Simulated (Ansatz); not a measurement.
**LiH (Fm-3m), clamped-ion strain scan**

Theory: DFT PBEsol, scalar-relativistic, plane waves, PAW in Ansatz 0.2.0. The runs took a 420 eV cutoff, a Γ-centred 10×10×10 mesh and Gaussian smearing (0.05 eV). No spin polarisation. Energies are free energies at this smearing, counted from the undisturbed cell; pressure is positive in compression.

The undisturbed cell (as given, not relaxed at this level; it stands at -2.1 GPa):

```yaml
crystal:
  lattice:
    - [0.00000, 2.03250, 2.03250]
    - [2.03250, 0.00000, 2.03250]
    - [2.03250, 2.03250, 0.00000]
  atoms:
    - { symbol: Li, position: [0.00000, 0.00000, 0.00000] }
    - { symbol: H, position: [0.50000, 0.50000, 0.50000] }
```

The cell is strained by ε times the Voigt pattern (0, 0, 0, 0, 0, 1) (xx, yy, zz, yz, xz, xy; engineering shear) with fractional coordinates fixed.

```
      ε  ΔE (meV/atom) stress summed along the pattern (GPa, tension positive) pressure (GPa) gap on the mesh (eV)
-0.1000              ?                                                        ?            -2.0                  2.71
-0.0500            2.9                                                    -2.27            -2.1                  2.76
 0.0000            0.0                                                     0.00            -2.1                  2.78
 0.0125            0.2                                                     0.56            -2.1                  2.78
 0.0250            0.7                                                     1.13            -2.1                  2.78
 0.0375            1.6                                                     1.70            -2.1                  2.77
 0.0625            4.5                                                     2.84            -2.1                  2.75
 0.0750            6.5                                                     3.41               ?                     ?
 0.0875            8.9                                                     3.99            -2.0                  2.73
```

By symmetry 0.1000 repeats -0.1000, -0.0750 repeats 0.0750, 0.0500 repeats -0.0500, -0.0250 repeats 0.0250 in energy; the slope of the energy along the path changes sign there.

(1) Give the withheld values.

## Answers

(1) ΔE (meV/atom) at ε = -0.1000: 11.7; stress summed along the pattern (GPa, tension positive) at ε = -0.1000: -4.58; pressure (GPa) at ε = 0.0750: -2.1; gap on the mesh (eV) at ε = 0.0750: 2.74.